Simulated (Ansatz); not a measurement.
## In in Ansatz: the effect of functional

Crystal: In.

```
In
1.0
     3.31310    0.00000    0.00000
    -1.65655    2.86923    0.00000
     0.00000    0.00000    5.47217
In
2
Direct
  0.66667 0.33333 0.75000
  0.33333 0.66667 0.25000
```

This isn't the form of In at room conditions, which is tetragonal.

The cell isn't the ideal one: volume scaled by 0.98.

Alike in all runs:

```yaml
Program: Ansatz 0.2.0
Task: single point
Potentials_or_basis: Ansatz PAW
k_mesh: 9 × 9 × 5
Occupations: fermi-dirac, width 0.05 eV
Spin: no spin polarisation
```

| functional | cutoff | pressure (GPa) |
| --- | --- | --- |
| LDA | 420 eV (not typed: the program's choice for these potentials) | ? |
| PBEsol | 420 eV (not typed: the program's choice for these potentials) | -0.6 |
| r2SCAN | 500 eV (not typed: the program's choice for these potentials) | 0.6 |

What does the run with functional LDA give?

Pressure -2.2 GPa.

Caveats: the PAW data sets come from PBE, with cores solved anew for the run's functional, which leaves a small shift of forces and pressure.
